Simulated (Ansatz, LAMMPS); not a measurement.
# Amorphous SiO2 (96 atoms): geometry optimisation, part 2 of 4

Aim: bring amorphous SiO2 (96 atoms) to a nearby minimum of the energy and see what moves.

Ansatz 0.2.0; Kohn-Sham DFT, PBE, PAW (set soft_2), plane waves.

The cell: 32 Si and 64 O. The quench rate of 50 K/ps is orders of magnitude faster than experiment. The network of bonds at the start is that of the classical potential that made the cell. Sampling is at Γ alone, for a cell whose shortest periodic width is 11 Å.

So far. Step 3 (Single point at the start): Neighbours are counted within 2.02 Å (O-Si).

### 4. Relaxation

With the cell held, the atoms are moved downhill towards a nearby minimum.

Input file input.yaml:

```yaml
crystal:
  lattice:
    - [11.4986, 0.0, 0.0]
    - [0.0, 11.4986, 0.0]
    - [0.0, 0.0, 11.4986]
  atoms:
    [... the 96 atom lines of step 3 ...]
kpoints:
  mp_grid: { grid: [1, 1, 1] }
hamiltonian:
  xc: pbe
scf:
  occupations: { method: fermi_dirac, width: 0.025 }
output:
  forces: true
relax:
  f_tol: 0.04
  max_steps: 250
```

Launch:

```console
$ ansatz run input.yaml --threads 4 --pin off --max-ram 8192MiB --backend cpu --events-out ev --progress --plain --runs-dir out
```

Numbers of over 12 decimals in the logs are rounded to 6 here.

The log of the run:

```text
[...]
Crystal: 96 atoms, lattice volume = 1520.320 Å³
Basis set: ecut = 420 eV, 29711 PW (Γ), exchange–correlation on 160×160×160 points (8 copies of the dense FFT grid, shifted against one another)
Bands: 352, of which v1, the nominal top of the filled ones, is band 256 counted from 1 (255 counted from 0)
Symmetry: 1 space group operations
[...]
k-points: 1
[...]
SCF iter   1: F=—  HF=-56757.023266 eV  |F-HF|=—  |Δ(HF+E_count)|=         —  Δρ=5.83e-3  dr2=1.14e0  ethr=1.77e-3  ⟨swp⟩=6.0  Hψ=1701  notcnv=0  defer=73
[...]
SCF iter   8: F=-56756.696857 eV  HF=-56756.696877 eV  |F-HF|=2.09e-5  |Δ(HF+E_count)|=   5.82e-5  Δρ=3.85e-5  dr2=2.98e-5  ethr=7.81e-9  ⟨swp⟩=3.0  Hψ=1075  notcnv=0
SCF 1 converged in 8 iterations: F = -56756.696857 eV  dr2 = 2.98e-5
[...]
relax step   1: F+E_penalty+E_count = -56756.69685651 eV  Δ(F+E_penalty+E_count) = +0.000e0 eV  max|allowed force component| = 4.451e0 eV/Å  Δτ_max = 0.0000 Å  (8 SCF iters, dr2 threshold 4.00e-5 eV, accepted)
[...]
relax step   2: F+E_penalty+E_count = -56757.87321856 eV  Δ(F+E_penalty+E_count) = -1.176e0 eV  max|allowed force component| = 3.432e0 eV/Å  Δτ_max = 0.1024 Å  (6 SCF iters, dr2 threshold 1.00e-4 eV, accepted)
[...]
relax step   3: F+E_penalty+E_count = -56759.41247490 eV  Δ(F+E_penalty+E_count) = -1.539e0 eV  max|allowed force component| = 1.415e0 eV/Å  Δτ_max = 0.1955 Å  (7 SCF iters, dr2 threshold 1.00e-4 eV, accepted)
relax step   4: F+E_penalty+E_count = -56759.96873489 eV  Δ(F+E_penalty+E_count) = -5.563e-1 eV  max|allowed force component| = 1.455e0 eV/Å  Δτ_max = 0.1952 Å  (6 SCF iters, dr2 threshold 1.00e-4 eV, accepted)
relax step   5: F+E_penalty+E_count = -56760.61973248 eV  Δ(F+E_penalty+E_count) = -6.510e-1 eV  max|allowed force component| = 1.949e0 eV/Å  Δτ_max = 0.1955 Å  (6 SCF iters, dr2 threshold 1.00e-4 eV, accepted)
relax step   6: F+E_penalty+E_count = -56761.32669530 eV  Δ(F+E_penalty+E_count) = -7.070e-1 eV  max|allowed force component| = 1.597e0 eV/Å  Δτ_max = 0.1929 Å  (6 SCF iters, dr2 threshold 1.00e-4 eV, accepted)
relax step   7: F+E_penalty+E_count = -56761.69840675 eV  Δ(F+E_penalty+E_count) = -3.717e-1 eV  max|allowed force component| = 2.197e0 eV/Å  Δτ_max = 0.1950 Å  (6 SCF iters, dr2 threshold 1.00e-4 eV, accepted)
relax step   8: F+E_penalty+E_count = -56762.08927864 eV  Δ(F+E_penalty+E_count) = -3.909e-1 eV  max|allowed force component| = 1.065e0 eV/Å  Δτ_max = 0.2000 Å  (7 SCF iters, dr2 threshold 1.00e-4 eV, accepted)
relax step   9: F+E_penalty+E_count = -56762.23958894 eV  Δ(F+E_penalty+E_count) = -1.503e-1 eV  max|allowed force component| = 3.070e-1 eV/Å  Δτ_max = 0.2000 Å  (7 SCF iters, dr2 threshold 1.00e-4 eV, accepted)
relax step  10: F+E_penalty+E_count = -56762.13888153 eV  Δ(F+E_penalty+E_count) = +1.007e-1 eV  max|allowed force component| = 1.497e0 eV/Å  Δτ_max = 0.1737 Å  (8 SCF iters, dr2 threshold 7.83e-6 eV, rejected (line search))
relax step  11: F+E_penalty+E_count = -56762.29705904 eV  Δ(F+E_penalty+E_count) = -5.747e-2 eV  max|allowed force component| = 2.685e-1 eV/Å  Δτ_max = 0.0850 Å  (9 SCF iters, accepted)
relax step  12: F+E_penalty+E_count = -56762.33974711 eV  Δ(F+E_penalty+E_count) = -4.269e-2 eV  max|allowed force component| = 5.997e-2 eV/Å  Δτ_max = 0.1000 Å  (7 SCF iters, dr2 threshold 5.99e-6 eV, accepted)
relax step  13: F+E_penalty+E_count = -56762.34981404 eV  Δ(F+E_penalty+E_count) = -1.007e-2 eV  max|allowed force component| = 3.907e-2 eV/Å  Δτ_max = 0.0568 Å  (9 SCF iters, accepted)
relax step  14: F+E_penalty+E_count = -56762.34447452 eV  Δ(F+E_penalty+E_count) = +5.340e-3 eV  max|allowed force component| = 9.945e-2 eV/Å  Δτ_max = 0.0777 Å  (8 SCF iters, rejected (line search))
relax step  15: F+E_penalty+E_count = -56762.35164188 eV  Δ(F+E_penalty+E_count) = -1.828e-3 eV  max|allowed force component| = 4.039e-2 eV/Å  Δτ_max = 0.0286 Å  (9 SCF iters, accepted)
relax step  16: F+E_penalty+E_count = -56762.34947700 eV  Δ(F+E_penalty+E_count) = +2.165e-3 eV  max|allowed force component| = 9.807e-2 eV/Å  Δτ_max = 0.0279 Å  (7 SCF iters, rejected (line search))
[...]
relax step  17: F+E_penalty+E_count = -56762.35270361 eV  Δ(F+E_penalty+E_count) = -1.062e-3 eV  max|allowed force component| = 8.990e-3 eV/Å  Δτ_max = 0.0139 Å  (7 SCF iters, accepted)
SCF converged after 7 iterations
Free energy (F): -56762.352704 eV
[...]
Internal energy: -56762.352704 eV  (E = F + TS)
E sigma→0 (E₀):  -56762.352704 eV
Fermi energy:    4.290714 eV
[...]
--- Forces (eV/Å), atoms counted from 1 ---
  atom   1  Si     0.00277068    -0.00056791    -0.00552172
  atom   2  Si    -0.00186534     0.00011494    -0.00231357
  atom   3  Si    -0.00113285     0.00208610    -0.00111886
  atom   4  Si     0.00176351    -0.00060926     0.00394231
  atom   5  Si    -0.00249566    -0.00553730     0.00009474
  atom   6  Si    -0.00104923    -0.00445040    -0.00359129
  atom   7  Si     0.00027202     0.00187319     0.00273639
  atom   8  Si     0.00004661     0.00073810    -0.00048009
  atom   9  Si     0.00024016     0.00065230    -0.00244293
  atom  10  Si    -0.00201322     0.00024535     0.00444337
  atom  11  Si    -0.00104257    -0.00017912     0.00150900
  atom  12  Si    -0.00555305     0.00316918    -0.00201869
  atom  13  Si     0.00052245    -0.00179804    -0.00054756
  atom  14  Si     0.00206508    -0.00038946     0.00761013
[...]
atom  95  O      0.00465163     0.00020724    -0.00474182
  atom  96  O     -0.00487190     0.00072598    -0.00058774
  max |Σ_I F_I| component: 3.38e-5 eV/Å
--- Relaxed structure (17 steps of the walk, 14 accepted, 0 SCFs on fresh bases) ---
  F+E_penalty+E_count = -56762.35270361 eV   max|allowed force component| = 8.990e-3 eV/Å
  atoms:
    - { symbol: Si, position: [0.964114, 0.466852, 0.759958] }
    - { symbol: Si, position: [0.401075, 0.835273, 0.916739] }
    - { symbol: Si, position: [0.441951, 0.365613, 0.020975] }
    - { symbol: Si, position: [0.456276, 0.143190, 0.173819] }
[...]
- { symbol: O, position: [0.814345, 0.115083, 0.155349] }
```

Run time: 84 s. Hardware: 4 threads of Intel Xeon 6975P-C (Granite Rapids), shared host; peak memory 1.8 GiB.

The steps of the relaxation:

```
step  energy less that of the first step (eV)  largest force component (eV/Å)
   1                                   0.0000                          4.4515
   2                                  -1.1764                          3.4324
   3                                  -2.7156                          1.4148
   4                                  -3.2719                          1.4552
   5                                  -3.9229                          1.9490
   6                                  -4.6298                          1.5966
   7                                  -5.0016                          2.1965
   8                                  -5.3924                          1.0649
   9                                  -5.5427                          0.3070
  10                                  -5.4420                          1.4972
  11                                  -5.6002                          0.2685
  12                                  -5.6429                          0.0600
  13                                  -5.6530                          0.0391
  14                                  -5.6476                          0.0994
  15                                  -5.6548                          0.0404
  16                                  -5.6526                          0.0981
  17                                  -5.6558                          0.0090
```

Relaxation steps 10, 14, 16 were tried and not accepted.

The atoms that moved most (Å):

```
atom      dx      dy      dz  length
 O36  -0.102  -0.497   0.978   1.102
 O91  -0.067   0.403   0.587   0.716
 O57  -0.309  -0.156  -0.318   0.470
 O59   0.432  -0.029   0.085   0.441
 O67   0.324   0.076   0.246   0.414
 O94   0.265   0.069  -0.287   0.397
Si16  -0.023  -0.006   0.379   0.380
Si20  -0.238  -0.023  -0.290   0.376
```

The relaxation changed the energy by -58.9 meV/atom, and atoms moved by 0.25 Å r.m.s., 1.1 Å at most.

### 5. Local order after relaxation

Bonds before and after, by the cutoffs listed below:

```
pair  bonds before  bonds after  mean before (Å)  mean after (Å)  spread before (Å)  spread after (Å)
O-Si           126          128            1.616           1.637              0.018             0.035
```

Density 2.1 g/cm³, 15.84 Å³ an atom.

g(r), total and by pair (bins of 0.1 Å):

```
r (Å)  total   O-O   O-Si  Si-Si
 1.45   0.00  0.00   0.00   0.00
 1.55   0.75  0.00   1.68   0.00
 1.65  11.50  0.00  25.90   0.00
 1.75   0.26  0.00   0.58   0.00
 1.85   0.07  0.00   0.17   0.00
 1.95   0.00  0.00   0.00   0.00
 2.05   0.00  0.00   0.00   0.00
 2.15   0.00  0.00   0.00   0.00
 2.25   0.00  0.00   0.00   0.00
 2.35   0.09  0.10   0.00   0.42
 2.45   0.00  0.00   0.00   0.00
 2.55   1.00  2.24   0.00   0.00
 2.65   4.07  9.15   0.00   0.00
 2.75   1.71  3.85   0.00   0.00
 2.85   0.29  0.59   0.00   0.29
 2.95   0.33  0.07   0.00   2.71
 3.05   0.62  0.26   0.06   4.31
 3.15   1.00  0.59   0.24   5.72
 3.25   0.67  0.22   0.67   2.48
 3.35   0.44  0.47   0.53   0.00
 3.45   0.57  0.55   0.74   0.00
 3.55   0.65  0.28   1.17   0.00
 3.65   0.75  0.62   1.06   0.00
 3.75   1.03  0.76   1.56   0.00
 3.85   1.03  0.72   1.59   0.00
 3.95   1.14  0.76   1.82   0.00
 4.05   1.65  1.04   2.59   0.29
 4.15   1.37  0.75   2.19   0.55
 4.25   1.51  0.82   2.23   1.44
 4.35   1.01  0.87   1.19   0.87
 4.45   0.85  0.69   0.93   1.20
 4.55   0.77  1.06   0.48   0.80
 4.65   1.09  1.31   0.77   1.53
 4.75   0.81  0.91   0.52   1.57
 4.85   1.13  1.53   0.58   1.70
 4.95   1.26  1.67   0.82   1.44
 5.05   1.30  1.85   0.72   1.48
 5.15   1.10  1.65   0.51   1.25
 5.25   1.06  1.33   0.71   1.37
 5.35   0.84  0.99   0.62   1.16
 5.45   0.80  0.81   0.66   1.27
 5.55   0.78  0.75   0.69   1.23
 5.65   0.92  0.87   0.94   1.04
```

Bonds by pair of elements; cutoffs follow the first minimum of g(r), held within bounds set by covalent radii, and pairs that aren't listed don't count as bonded (cutoffs were set anew for this text, so counts can differ from the run's own analysis):

```
pair A-B  cutoff (Å)  bonds  mean length (Å)  spread (Å)  shortest (Å)  B about A  A about B
    O-Si        2.16    128             1.64       0.035          1.54          2          4
```

How many atoms have how many bonded neighbours:

```
element  mean  1   2  3   4
      O     2  1  62  1   0
     Si     4  0   0  0  32
```

Bond angles, per cent of each kind in bins of 5°:

```
angle (°)  O-Si-O  Si-O-Si
    85–90     1.0      0.0
    90–95     0.0      3.1
   95–100     2.1      0.0
  100–105     7.3      0.0
  105–110    49.5      0.0
  110–115    28.6      1.5
  115–120    10.9      0.0
  120–125     0.5      6.2
  125–130     0.0     10.8
  130–135     0.0      7.7
  135–140     0.0      9.2
  140–145     0.0     15.4
  145–150     0.0     10.8
  150–155     0.0     10.8
  155–160     0.0      7.7
  160–165     0.0      7.7
  165–170     0.0      6.2
  170–175     0.0      3.1
```

Bond angles (no mean is given where the spread exceeds 20°):

```
  angle  count  mean (°)  spread (°)
 O-Si-O    192       109         4.5
Si-O-Si     65       143        16.8
```

Oxygen atoms by the number of network formers (Si, P, Ge, B, Al, As, Ga) bound to them:

```
network formers bound to O  O atoms  per cent
                         0        0         0
                         1        1       1.6
                         2       62      96.9
                         3        1       1.6
```

Network units: each former by its oxygen neighbours and how many of them bridge to another former:

```
former  O neighbours  bridging O  atoms
    Si             4           3      1
    Si             4           4     31
```

Bond length by coordination (bonds to H left out):

```
element  coordination  atoms  mean bond length (Å)
      O             1      1                  1.54
      O             2     62                  1.63
      O             3      1                  1.80
```

Rings of the network by King's shortest-path rule, up to 12 atoms, one path for each pair of neighbours; H, halogens, alkali and alkaline-earth atoms are left out, and the last column divides by all other atoms, bonded or not:

```
ring size (atoms)  rings  per network atom
                4      1              0.01
                6      2             0.021
                8      2             0.021
               10     20             0.208
               12     16             0.167
```

For some of the pairs, g(r) has its first main peak near 2.7 Å (O-O), 1.6 Å (O-Si) and 3.1 Å (Si-Si). Counting bonds as in the table, 97 % of O atoms have 2 and all Si atoms have 4 bonded neighbours. The O-Si-O angle averages 109° with a spread of 4°. 97 % of the oxygens bridge two formers (Si) and 2 % are non-bridging; 2 % join three. The commonest Si unit has 4 oxygens, 4 of them shared with other formers (31 of 32 atoms). Rings of 10 atoms are the most common (49 % of those counted); sizes run from 4 to 12, where the search stops.

(Continued in part 3 of 4.)

[Logs are printed without paths, hosts, clocks, repeated set-up lines and the standing remarks that a program may print on its own settings, such as how far it seeks lower states.]

[Hosts, paths, dates, database ids (printed as entryN), source tags and the programs' standing remarks are cut or masked in the printed files.]
